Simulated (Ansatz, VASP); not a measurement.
This is a calculation of Bi for Ansatz 0.2.0.

input.yaml

```yaml
crystal:
  lattice:
    - [-1.9814305318, 1.9814305318, 1.9814305318]
    - [1.9814305318, -1.9814305318, 1.9814305318]
    - [1.9814305318, 1.9814305318, -1.9814305318]
  atoms:
    - { symbol: Bi, position: [0.0, 0.0, 0.0] }
kpoints:
  mp_grid: { grid: [9, 9, 9] }
scf:
  occupations: { method: gaussian, width: 0.016 }
hamiltonian:
  xc: pbe
  pseudopotentials: { kind: all_electron, lapw: { basis_error: 0.001 } }
output:
  forces: true
  stress: true
  eigenvalues: true
```

Potentials or basis: all-electron LAPW, scalar-relativistic.

Launch:

```sh
$ ansatz run input.yaml --threads 1 --pin off --max-ram 3072MiB --backend cpu --events-out ev --progress --plain --runs-dir out
```

Question: Translate it to VASP 6.6.1. Potentials there: VASP PAW PBE potentials, release 64 (Bi_d).

Answer: As run (the cutoff follows the program's own potentials):

File INCAR:

```
ALGO = Normal
EDIFF = 1E-6
ENCUT = 520
GGA = PE
ISIF = 2
ISMEAR = 0
LASPH = True
LCHARG = False
LREAL = False
LWAVE = False
NBANDS = 14
NELM = 60
PREC = Accurate
SIGMA = 0.016
```

The input KPOINTS:

```
k-points
0
Gamma
  9 9 9
```

POSCAR

```
Bi
1.0
   -1.9814305318      1.9814305318      1.9814305318
    1.9814305318     -1.9814305318      1.9814305318
    1.9814305318      1.9814305318     -1.9814305318
Bi
1
Direct
    0.0000000000      0.0000000000      0.0000000000
```

Potentials or basis: VASP PAW PBE potentials, release 64 (Bi_d).

Run with:

```bash
$ cat potpaw_PBE.64/Bi_d/POTCAR > POTCAR
$ mpirun -np 1 vasp_std > vasp.out
```

Both were run:

|  | VASP | Ansatz | Ansatz less VASP |
| --- | --- | --- | --- |
| gap on the k mesh at the Fermi level (eV) | none | none | - |
| pressure (GPa) | 0.8 | 0.9 | +0.08 |

A gap of «none» marks a metal or a gap that the smearing closes. Ansatz ran all-electron here, so the differences hold the error of VASP's frozen core and of both bases.

Caveats: spin-orbit coupling is left out, which moves the levels of the heavy elements.
